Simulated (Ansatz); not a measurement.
Input and output of a single-point calculation on zincblende CdS (the PAW code Ansatz, r2SCAN). The cell was relaxed with r2SCAN and then strained (uniaxial +3.0 % along z, other directions held), with the atoms relaxed again with r2SCAN; k points keep the names of the unstrained zone.

Input (YAML):
```yaml
crystal:
  lattice:
    - [0.0, 2.939214843, 3.0273912883]
    - [2.939214843, 0.0, 3.0273912883]
    - [2.939214843, 2.939214843, 0.0]
  atoms:
    - { symbol: Cd, position: [0.0, 0.0, 0.0] }
    - { symbol: S, position: [0.25, 0.25, 0.25] }
kpoints:
  mp_grid: { grid: [8, 8, 8] }
  band_path:
    path:
      - [0.0, 0.0, 0.0]
      - [-0.5, -0.5, 0.0]
      - [-0.375, -0.375, 0.25]
      - [-0.375, 0.0, 0.375]
      - [0.0, 0.0, 0.5]
      - [-0.5, -0.25, 0.25]
    npoints: 1
hamiltonian:
  xc: r2scan
scf:
  occupations: { method: fixed }
  n_extra_bands: 4
output:
  forces: true
  stress: true
  eigenvalues: true
```

Command: `ansatz run input.yaml --threads 2 --pin off --max-ram 28569MiB --backend cpu --events-out ev --progress --plain --runs-dir out`. It took 4.4 s on 2 threads of AMD EPYC 7R13 Processor (Zen 3) (shared host), load about 1.6 per core; peak host memory 0.66 GiB.

The output, standing remarks left out:
```
scf.n_extra_bands = 4 over 13 filled bands (N_el = 26.0): the run solves 17 bands
Pseudopotential: Cd, paw, valence charge 20, recommended cutoff 500 eV (meta_gga)
Pseudopotential: S, paw, valence charge 6, recommended cutoff 500 eV (meta_gga)
Functional definition: r2SCAN
Crystal: 2 atoms, lattice volume = 52.307 Å³
Basis set: ecut = 500 eV, 1347 PW (Γ)
Symmetry: 8 space group operations
Space group: I-4m2 (ITA 119)
k-points: 59 of 512 (time reversal used)
SCF 1 converged in 6 iterations: F = -9175.599929 eV  dr2 = 7.41e-9
Free energy (F): -9175.599929 eV
Fermi energy:    5.946686 eV
--- Per-component energies (eV) ---
  E_band       = -549.603037
  E_kinetic    = 610.954213
  E_local      = -4092.242063
  E_nonlocal   = 63.192442
  E_hartree    = 1876.628970
  E_xc         = -259.484198
  E_vxc        = -339.553077
  E_paw        = -4716.022514
  E_vpaw       = -566.926652
  E_vtau       = 21.717871
  E_ewald      = -2657.952248
  E_core_change = -0.674537
--- Stress (GPa, compression-positive) ---
       -1.499170       0.000000       0.000000
        0.000000      -1.499170       0.000000
        0.000000       0.000000      -2.141137
  P = ⅓ Tr σ = -1.7132 GPa (-17.132 kbar)
```

Levels at the listed points, from bands.tsv (eV from the Fermi energy, bands near the gap, counted from 0):
```tsv
# k_distance	band_8	band_9	band_10	band_11	band_12	band_13	band_14	band_15	band_16
# fermi_ev = 5.946686
# [0, 0, 0] at k_distance = 0.000000
# [-0.5, -0.5, 0] at k_distance = 1.037723
# [-0.375, -0.375, 0.25] at k_distance = 1.415620
# [-0.375, 0, 0.375] at k_distance = 2.067018
# [0, 0, 0.5] at k_distance = 2.718416
# [-0.5, -0.25, 0.25] at k_distance = 3.463285
# levels_relative_to = fermi_ev
0.000	-7.425	-7.418	-0.092	0.000	0.000	1.442	7.045	7.045	7.047
1.038	-7.350	-7.050	-3.875	-1.687	-1.687	3.975	4.829	9.282	11.239
1.416	-7.386	-6.924	-3.776	-2.389	-1.363	4.693	5.795	8.651	9.498
2.067	-7.381	-6.896	-3.682	-2.379	-1.473	4.518	5.671	8.807	9.403
2.718	-7.383	-7.078	-4.156	-0.777	-0.659	3.355	7.329	7.551	7.693
3.463	-7.410	-6.867	-3.698	-2.104	-2.075	5.723	5.737	7.775	8.429
```
In order the rows are Γ, X, U, K, L, W.

r2SCAN gives a direct gap of 1.44 eV at Γ. The gap is the least over the mesh and the extra points. With the atoms held, the mean pressure is -1.71 GPa (compression positive).

(Simulation; spin polarisation is off.)

Spin-orbit coupling is left out.
